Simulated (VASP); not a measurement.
Input of a VASP 6.6.1 run:

File INCAR:

```
PREC = Accurate
ENCUT = 520
EDIFF = 1E-6
ISMEAR = 0
SIGMA = 0.025
LREAL = False
LASPH = True
NELM = 60
ALGO = Normal
ISIF = 2
LWAVE = False
LCHARG = False
GGA = PE
```

Contents of KPOINTS:

```
Automatic mesh
0
Gamma
  7 7 7
```

Contents of POSCAR:

```
NaI
1.0
    0.0000000000      3.2364000000      3.2364000000
    3.2364000000      0.0000000000      3.2364000000
    3.2364000000      3.2364000000      0.0000000000
I Na
1 1
Direct
    0.5000000000      0.5000000000      0.5000000000
    0.0000000000      0.0000000000      0.0000000000
```

Potentials or basis: VASP PAW PBE potentials, release 64 (I, Na_pv).

The run is started by

```sh
$ cat potpaw_PBE.64/I/POTCAR potpaw_PBE.64/Na_pv/POTCAR > POTCAR
$ mpirun -np 1 vasp_std > vasp.out
```

Task: What does it give for the pressure?

Result: 0.4 GPa.

Task: Predict the band gap on the k mesh.

Result: 3.64 eV, direct.

Caveat: spin-orbit coupling is left out, which moves the levels of the heavy elements.
